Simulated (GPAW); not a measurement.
The system is NaF (Villiaumite).

```xyz
2
Lattice="0.0000 2.3200 2.3200 2.3200 0.0000 2.3200 2.3200 2.3200 0.0000" Properties=species:S:1:pos:R:3 pbc="T T T"
Na    0.0000    0.0000    0.0000
F     2.3200    2.3200    2.3200
```

Base run:

```yaml
Program: GPAW 26.7.0
Functional: M06-L
Potentials_or_basis: GPAW PAW data sets (gpaw-data 1.2.1)
Cutoff: 800 eV
Basis: pw
k_mesh: 8 × 8 × 8
Occupations: fermi-dirac, width 0.05 eV
Spin: no spin polarisation
```

Its results: band gap on the k mesh 7.74 eV, direct.

Q: The run is repeated on the same cell with these changes: functional from M06-L to optPBE-vdW; band points from 80 to 100. What comes out?

A: Band gap on the k mesh 6.50 eV, direct.
